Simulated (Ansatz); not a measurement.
# La and the effect of the strain (εzz = s)

```
La
1.0
     3.75000    0.00000    0.00000
    -1.87500    3.24760    0.00000
     0.00000    0.00000    6.07000
La
2
Direct
  0.66667 0.33333 0.75000
  0.33333 0.66667 0.25000
```

This isn't the form of La at room conditions, which is double hcp.

Kept alike: task band structure; functional PBE; k mesh 7 × 7 × 4; occupations fermi-dirac, width 0.05 eV; no spin polarisation. Program: Ansatz, Ansatz PAW, cutoff 420 eV. The mesh is that of the run's cell of 2 atoms. No spin-orbit coupling.

| s | free energy over the lowest row (meV/atom) |
| --- | --- |
| -0.04 | 24.13 |
| -0.02 | 11.84 |
| -0.01 | 7.15 |
| 0 | 3.57 |
| 0.01 | 1.19 |
| 0.02 | 0.00 |
| 0.04 | 1.14 |

The cell shown is the unstrained one; x, y and z are its Cartesian axes; atoms keep their fractions. For a metal such a mesh leaves the last digits unconverged.

**Question.** What does the strain (εzz = s) change here?

**Answer.** The free energy is lowest at 0.02, and 24.13 meV an atom higher at -0.04.
